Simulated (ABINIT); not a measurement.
# Sn (Fd-3m) in ABINIT: a series of runs

The runs below take Sn through equation of state, band structure, with revPBE, rSCAN, PBEsol, SCAN.

All numbers are computed with ABINIT 10.8.3 (patched build); they aren't measurements. Logs are shortened: lines on timing, memory, paths and dates and some standing lists are left out, and cuts for length are marked. The log counts tension as positive stress, the text compression.

**1. The crystal as given**

The structure is cubic, space group Fd-3m (No. 227). The conventional cell has a = 6.467 Å, b = 6.467 Å, c = 6.467 Å, α = 90.00°, β = 90.00°, γ = 90.00°. Sn (site symmetry -43m) has 4 Sn at 2.80 Å as nearest neighbours.

This isn't the form of Sn at room conditions, which is tetragonal (white tin).

**2. Equation of state, revPBE**

run.abi

```
ndtset 7
getwfk -1
scalecart1 3*0.9795861087
scalecart2 3*0.9864848297
scalecart3 3*0.9932883884
scalecart4 3*1.0000000000
scalecart5 3*1.0066227096
scalecart6 3*1.0131594038
scalecart7 3*1.0196128224

pp_dirpath "./"
pseudos "Sn.GGA_PBE-JTH.xml"

acell 8.64103205 8.64103205 8.64103205
rprim
     0.0000000000     0.7071067812     0.7071067812
     0.7071067812     0.0000000000     0.7071067812
     0.7071067812     0.7071067812     0.0000000000
ntypat 1
znucl 50
natom 2
typat 1 1
xred
     0.7500000000     0.7500000000     0.7500000000
     0.5000000000     0.5000000000     0.5000000000

ecut 15.0
pawecutdg 30.0

kptopt 1
ngkpt 7 7 7
nshiftk 1
shiftk 0.0 0.0 0.0

ixc 14

nband 18
occopt 3
tsmear 0.00183747

nstep 100
tolvrs 1.0e-9

iomode 3
prtwf 1
prtden 0
prteig 0
prtebands 0
enunit 1
```

Potentials or basis: JTH PAW PBE v2.0.

Run with:

```
abinit run.abi > log 2>&1
```

run.abo:

```text
.Version 10.8.3 of ABINIT
 DATASET    1 : space group Fd -3 m (#227); Bravais cF (face-center cubic)
================================================================================
 Values of the parameters that define the memory need for DATASET  1.
     intxc =       0    ionmov =       0      iscf =      17    lmnmax =      18
     lnmax =       6     mgfft =      30  mpssoang =       3    mqgrid =    3001
     natom =       2  nloc_mem =       2    nspden =       1   nspinor =       1
    nsppol =       1      nsym =      48    n1xccc =       1    ntypat =       1
    occopt =       3   xclevel =       2
       mpw =        1209          nfft =       27000          nkpt =          20
 PAW method is used; the additional fine FFT grid is defined by:
   mgfftf=        45    nfftf =     91125
================================================================================
================================================================================
[... 71 lines left out ...]
 DATASET    7 : space group Fd -3 m (#227); Bravais cF (face-center cubic)
================================================================================
 Values of the parameters that define the memory need for DATASET  7.
     intxc =       0    ionmov =       0      iscf =      17    lmnmax =      18
     lnmax =       6     mgfft =      32  mpssoang =       3    mqgrid =    3001
     natom =       2  nloc_mem =       2    nspden =       1   nspinor =       1
    nsppol =       1      nsym =      48    n1xccc =       1    ntypat =       1
    occopt =       3   xclevel =       2
       mpw =        1356          nfft =       32768          nkpt =          20
 PAW method is used; the additional fine FFT grid is defined by:
   mgfftf=        45    nfftf =     91125
================================================================================
================================================================================

--------------------------------------------------------------------------------
------------- Echo of variables that govern the present computation ------------
--------------------------------------------------------------------------------
 -outvars: echo values of preprocessed input variables --------
            acell      8.6410320500E+00  8.6410320500E+00  8.6410320500E+00 Bohr
              amu      1.18710000E+02
             ecut      1.50000000E+01 Hartree
           enunit           1
           getwfk          -1
              ixc          14
           jdtset        1    2    3    4    5    6    7
         kptrlatt        7    0    0      0    7    0      0    0    7
          kptrlen1     5.92524447E+01
          kptrlen2     5.96697292E+01
          kptrlen3     6.00812576E+01
          kptrlen4     6.04872244E+01
          kptrlen5     6.08878137E+01
          kptrlen6     6.12832002E+01
          kptrlen7     6.16735495E+01
[... 72 lines left out ...]
                       6.1905380581E+00  6.1905380581E+00  6.1905380581E+00
            xcart7     9.3449539499E+00  9.3449539499E+00  9.3449539499E+00
                       6.2299692999E+00  6.2299692999E+00  6.2299692999E+00
             xred      7.5000000000E-01  7.5000000000E-01  7.5000000000E-01
                       5.0000000000E-01  5.0000000000E-01  5.0000000000E-01
            znucl       50.00000

================================================================================

 chkinp: Checking input parameters for consistency, jdtset=   1.

 chkinp: Checking input parameters for consistency, jdtset=   2.
[... 40 lines left out ...]
 getcut: wavevector=  0.0000  0.0000  0.0000  ngfft=  45  45  45
         ecut(hartree)=     30.000   => boxcut(ratio)=   2.10823

--- Pseudopotential description ------------------------------------------------
- pspini: atom type   1  psp file is ./Sn.GGA_PBE-JTH.xml
 Pseudopotential format is: paw10
 basis_size (lnmax)=  6 (lmn_size= 18), orbitals=   0   0   1   1   2   2
 Spheres core radius: rc_sph= 2.51086398
 Shapefunction is BESSEL type: shapef(r,l)=aa(1,l)*jl(q(1,l)*r)+aa(2,l)*jl(q(2,l)*r)
 Radius for shape functions =  1.40702157
 Compensation charge density is not taken into account in XC energy/potential

   1.44039359E+03                                ecore*ucvol(ha*bohr**3)
--------------------------------------------------------------------------------

[... 1226 lines left out ...]
-Cartesian components of stress tensor (GPa)         [Pressure=  1.8854E+00 GPa]
- sigma(1 1)= -1.88541663E+00  sigma(3 2)=  0.00000000E+00
- sigma(2 2)= -1.88541663E+00  sigma(3 1)=  0.00000000E+00
- sigma(3 3)= -1.88541663E+00  sigma(2 1)=  0.00000000E+00

== END DATASET(S) ==============================================================
================================================================================

 -outvars: echo values of variables after computation  --------
            acell      8.6410320500E+00  8.6410320500E+00  8.6410320500E+00 Bohr
           etotal1    -1.3933250999E+02
           etotal2    -1.3933499840E+02
           etotal3    -1.3933707283E+02
           etotal4    -1.3933877064E+02
           etotal5    -1.3934013203E+02
           etotal6    -1.3934118077E+02
           etotal7    -1.3934194869E+02
            fcart1     1.7994753044E-28 -1.2577513830E-45 -1.7994753044E-28
                      -1.7994753044E-28  1.2577513830E-45  1.7994753044E-28
            fcart2     0.0000000000E+00  0.0000000000E+00  0.0000000000E+00
                       0.0000000000E+00  0.0000000000E+00  0.0000000000E+00
            fcart3    -1.6637360481E-29 -2.7728934134E-29  7.2095228749E-29
                       1.6637360481E-29  2.7728934134E-29 -7.2095228749E-29
            fcart4     1.1017131319E-28 -4.4068525277E-29 -8.8137050555E-29
                      -1.1017131319E-28  4.4068525277E-29  8.8137050555E-29
            fcart5     5.1987078443E-29 -1.9153134163E-29 -2.4625458210E-29
                      -5.1987078443E-29  1.9153134163E-29  2.4625458210E-29
[... 38 lines left out ...]
                       0.0000000000E+00  0.0000000000E+00  0.0000000000E+00
           xangst1     4.7510065342E+00  4.7510065342E+00  4.7510065342E+00
                       3.1673376894E+00  3.1673376894E+00  3.1673376894E+00
           xangst2     4.7844654290E+00  4.7844654290E+00  4.7844654290E+00
                       3.1896436193E+00  3.1896436193E+00  3.1896436193E+00
           xangst3     4.8174627852E+00  4.8174627852E+00  4.8174627852E+00
                       3.2116418568E+00  3.2116418568E+00  3.2116418568E+00
           xangst4     4.8500141968E+00  4.8500141968E+00  4.8500141968E+00
                       3.2333427979E+00  3.2333427979E+00  3.2333427979E+00
           xangst5     4.8821344324E+00  4.8821344324E+00  4.8821344324E+00
                       3.2547562882E+00  3.2547562882E+00  3.2547562882E+00
           xangst6     4.9138374920E+00  4.9138374920E+00  4.9138374920E+00
                       3.2758916614E+00  3.2758916614E+00  3.2758916614E+00
           xangst7     4.9451366639E+00  4.9451366639E+00  4.9451366639E+00
                       3.2967577759E+00  3.2967577759E+00  3.2967577759E+00
             xred      7.5000000000E-01  7.5000000000E-01  7.5000000000E-01
                       5.0000000000E-01  5.0000000000E-01  5.0000000000E-01
 Calculation completed.
```

Wall time 1.7 min (1 thread of Arm Neoverse V1, shared host); peak memory 0.14 GiB.

What came out:

```yaml
Equilibrium_volume: "37.74 Å³/atom (rough: see the caveat)"
Bulk_modulus: 35 GPa (rough)
```

Energy against volume, from the lowest point:
```csv
volume (Å³/atom),energy (meV/atom)
31.775,128.42
32.451,94.56
33.127,66.34
33.803,43.24
34.479,24.72
35.155,10.45
35.831,0.00
```

Caveat: the cutoff is too short for stress, so the log's stress isn't used; pressures at fixed basis lie under the slope of the energies; the minimum lies outside the volumes run; the PAW data sets were made with another functional, which shifts forces and pressure a little.

**3. Band structure, rSCAN**

run.abi

```
# Datasets: ground state, then fixed potential
ndtset 2

# Pseudopotentials
pp_dirpath "./"
pseudos "Sn.GGA_PBE-JTH_sp.xml"

# Structure
acell 3*1.0 Angstrom
rprim
     0.0000000000     3.2333428000     3.2333428000
     3.2333428000     0.0000000000     3.2333428000
     3.2333428000     3.2333428000     0.0000000000
ntypat 1
znucl 50
natom 2
typat 1 1
xred
     0.7500000000     0.7500000000     0.7500000000
     0.5000000000     0.5000000000     0.5000000000

# Plane-wave basis
ecut 18.0
pawecutdg 36.0

# Exchange and correlation
ixc -493494
usekden 1
pawxcdev 0

# Bands and occupations
occopt 3
tsmear 0.00183747

# SCF cycle
nstep 100

# Output
iomode 3
prtwf 0
prteig 0
prtebands 0
enunit 1
prtden1 1
prtkden1 1

# Dataset 1
kptopt1 1
ngkpt1 7 7 7
nshiftk1 1
shiftk1 0.0 0.0 0.0
nband1 8
tolvrs1 1.0e-7

# Dataset 2: bands along G-X-W-K-G-L-U-W-L-K
iscf2 -2
getden2 1
getkden2 1
nband2 12
nbdbuf2 2
tolwfr2 1.0e-12
kptopt2 -9
ndivsm2 5
prteig2 1
prtvol2 -3
kptbounds2
     0.0000000000     0.0000000000     0.0000000000
     0.5000000000     0.0000000000     0.5000000000
     0.5000000000     0.2500000000     0.7500000000
     0.3750000000     0.3750000000     0.7500000000
     0.0000000000     0.0000000000     0.0000000000
     0.5000000000     0.5000000000     0.5000000000
     0.6250000000     0.2500000000     0.6250000000
     0.5000000000     0.2500000000     0.7500000000
     0.5000000000     0.5000000000     0.5000000000
     0.3750000000     0.3750000000     0.7500000000
```

Potentials or basis: JTH PAW PBE v2.0 sp.

Run with:

```
abinit run.abi > log 2>&1
```

run.abo:

```text
.Version 10.8.3 of ABINIT
 DATASET    1 : space group Fd -3 m (#227); Bravais cF (face-center cubic)
================================================================================
 Values of the parameters that define the memory need for DATASET  1.
     intxc =       0    ionmov =       0      iscf =      17    lmnmax =      13
     lnmax =       5     mgfft =      36  mpssoang =       3    mqgrid =    3001
     natom =       2  nloc_mem =       2    nspden =       1   nspinor =       1
    nsppol =       1      nsym =      48    n1xccc =       1    ntypat =       1
    occopt =       3   xclevel =       2
       mpw =        1687          nfft =       46656          nkpt =          20
 PAW method is used; the additional fine FFT grid is defined by:
   mgfftf=        48    nfftf =    110592
================================================================================
================================================================================

 DATASET    2 : space group Fd -3 m (#227); Bravais cF (face-center cubic)
================================================================================
 Values of the parameters that define the memory need for DATASET  2.
     intxc =       0    ionmov =       0      iscf =      -2    lmnmax =      13
     lnmax =       5     mgfft =      36  mpssoang =       3    mqgrid =    3001
     natom =       2  nloc_mem =       2    nspden =       1   nspinor =       1
[... 808 lines left out ...]
  -9.86281   -1.48363    0.13287    0.13287    2.68465    3.10913    4.59739    4.59739
   7.30102    7.81465    9.55089   10.59962
 kpt#   6, nband= 12, wtk=  1.00000, kpt=  0.1786  0.0000  0.1786 (reduced coord)
  -9.70686   -2.07622   -0.17666   -0.17666    2.46984    3.42806    5.10727    5.10727
[... 230 lines left out ...]
  -8.01849   -5.70082   -2.12099   -0.76229    2.56929    4.88000    5.74209    6.89068
   8.61614    9.59252   10.22246   12.62487
 kpt#  84, nband= 12, wtk=  1.00000, kpt=  0.4167  0.4167  0.6667 (reduced coord)
  -7.84536   -5.81262   -2.39780   -0.91458    2.51566    5.37719    6.20594    6.41666
   8.43294    9.44096   10.87113   12.92212
 kpt#  85, nband= 12, wtk=  1.00000, kpt=  0.4028  0.4028  0.6944 (reduced coord)
  -7.65012   -5.97511   -2.56880   -1.05377    2.42306    5.54328    6.33982    6.68066
   8.25917    9.35191   11.62852   13.10976
 kpt#  86, nband= 12, wtk=  1.00000, kpt=  0.3889  0.3889  0.7222 (reduced coord)
  -7.44831   -6.17122   -2.63341   -1.17320    2.33049    5.13950    6.84796    7.12232
   8.14794    9.36099   12.38864   13.17024
 kpt#  87, nband= 12, wtk=  1.00000, kpt=  0.3750  0.3750  0.7500 (reduced coord)
  -7.28818   -6.34004   -2.60391   -1.26811    2.25529    4.67106    7.27802    7.46739
   8.25458    9.52303   12.74395   13.33481

== END DATASET(S) ==============================================================
================================================================================

 -outvars: echo values of variables after computation  --------
            acell      1.8897261259E+00  1.8897261259E+00  1.8897261259E+00 Bohr
           etotal1     2.5603670196E+01
            fcart1    -1.9390151109E-27  8.8137050496E-28  5.2882230298E-28
                       1.9390151109E-27 -8.8137050496E-28 -5.2882230298E-28
            rprim      0.0000000000E+00  3.2333428000E+00  3.2333428000E+00
                       3.2333428000E+00  0.0000000000E+00  3.2333428000E+00
                       3.2333428000E+00  3.2333428000E+00  0.0000000000E+00
           strten1    -8.4262177574E-05 -8.4262177574E-05 -8.4262177574E-05
                       0.0000000000E+00  0.0000000000E+00  0.0000000000E+00
           xangst      4.8500142000E+00  4.8500142000E+00  4.8500142000E+00
                       3.2333428000E+00  3.2333428000E+00  3.2333428000E+00
             xred      7.5000000000E-01  7.5000000000E-01  7.5000000000E-01
                       5.0000000000E-01  5.0000000000E-01  5.0000000000E-01
 Calculation completed.
```

Wall time 2.2 min (1 thread of Arm Neoverse V1, shared host); peak memory 0.15 GiB.

What came out:

```
Free energy            : 696.7114 eV
Band gap on the k mesh : none (metal or under the smearing width)
```

Levels at the corners of the path, in eV from the Fermi level:
```csv
point,band 1,band 2,band 3,band 4,band 5,band 6,band 7,band 8
Γ,-11.22,-0.28,-0.02,-0.02,-0.02,2.22,2.22,2.22
X,-7.94,-7.94,-2.73,-2.73,0.86,0.86,8.28,8.28
W,-7.87,-7.87,-3.34,-3.34,3.71,3.71,4.22,4.22
K,-8.37,-7.42,-3.69,-2.35,1.17,3.59,6.20,6.39
Γ,-11.22,-0.28,-0.02,-0.02,-0.02,2.22,2.22,2.22
L,-9.51,-6.67,-1.30,-1.30,0.14,3.35,3.35,6.03
U,-8.37,-7.42,-3.69,-2.35,1.17,3.59,6.20,6.39
W,-7.87,-7.87,-3.34,-3.34,3.71,3.71,4.22,4.22
L,-9.51,-6.67,-1.30,-1.30,0.14,3.35,3.35,6.03
K,-8.37,-7.42,-3.69,-2.35,1.17,3.59,6.20,6.39
```

Caveat: the cutoff is too short for stress, so the log's stress isn't used; totals of a meta-GGA on PAW files have another zero than those of a GGA; the PAW data sets were made with another functional, which shifts forces and pressure a little; spin-orbit coupling is left out, which moves the levels of the heavy elements; this set keeps more shells in the core, which shifts pressures and gaps; the atomic spheres overlap.

(Part 1 of 2 ends here.)
